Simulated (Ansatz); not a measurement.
A surface is cut from this relaxed crystal of TiAl:

```
Ti Al
1.0
     2.82209    0.00000    0.00000
     0.00000    2.82209    0.00000
     0.00000    0.00000    4.07677
Ti Al
1 1
Cartesian
  0.0000 0.0000 0.0000
  1.4110 1.4110 2.0384
```

Miller indices refer to the conventional cell of P4/mmm (No. 123), a = 2.822 Å, b = 2.822 Å, c = 4.077 Å, α = 90.00°, β = 90.00°, γ = 90.00°.

The (100) slab of 8 planes, 9.9 Å thick with 15 Å of vacuum as cut; outer planes Ti (top) and Al (bottom).

Method: Ansatz 0.2.0, DFT PBE, scalar-relativistic, plane waves, PAW. Plane waves to 420 eV, a k mesh through Γ of 12×9×1 on the computed 8-atom cell and Gaussian smearing (0.10 eV); no spin polarisation. The cell repeats along c with a dipole correction in the vacuum.

Results for the relaxed slab:

```
Surface energy (mean of both faces)   : 2.01 J/m²
Work function                         : 3.19 eV (top), 4.14 eV (bottom)
Dipole of the slab along +c, per cell : 0.06 e·Å
```

Relaxation lowers the energy by 0.055 J/m² a face; the largest move is 0.152 Å.

```
plane (bottom to top) atoms spacing to next, bulk (Å) relaxed (Å) change (%)
                    1     Al                      1.411        1.312        -7.0
                    2     Ti                      1.411        1.424        +0.9
                    3     Al                      1.411        1.428        +1.2
                    4     Ti                      1.411        1.382        -2.0
                    5     Al                      1.411        1.404        -0.5
                    6     Ti                      1.411        1.418        +0.5
                    7     Al                      1.411        1.257       -10.9
                    8     Ti
```